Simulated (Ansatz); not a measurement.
The system is MnO.

```
Mn O
1.0
     0.00000    2.22391    2.22391
     2.22391    0.00000    2.22391
     2.22391    2.22391    0.00000
Mn O
1 1
Cartesian
  0.0000 0.0000 0.0000
  2.2239 2.2239 2.2239
```

The cell is a database's computed one.

Base run:

| Quantity | Value |
| --- | --- |
| Program | Ansatz 0.2.0 |
| Functional | PBE |
| Potentials or basis | all-electron LAPW, scalar-relativistic |
| Cutoff | 324 eV |
| Density cutoff | 1297 eV |
| Basis error allowed | 0.001 eV/atom |
| k mesh | 10 × 10 × 10 |
| Occupations | fermi-dirac, width 0.05 eV |
| Spin | collinear spin, ferromagnetic start |
| Starting moments | [4.0, 0.0] μB |

Its results: pressure 0.1 GPa; net moment 4.79 μB per cell; site moments Mn +4.34; O +0.24 μB.

Problem. The run is repeated on the same cell with these changes: functional from PBE to LDA. What comes out?

Solution. Pressure -16.6 GPa; net moment 4.60 μB per cell; site moments Mn +4.17; O +0.22 μB.

LDA binds more tightly than PBE, so the same cell stands under less pressure.

Caveats: a cell with one magnetic atom can't hold antiferromagnetic order, which such compounds often take.

Not every run made on this cell is shown here.
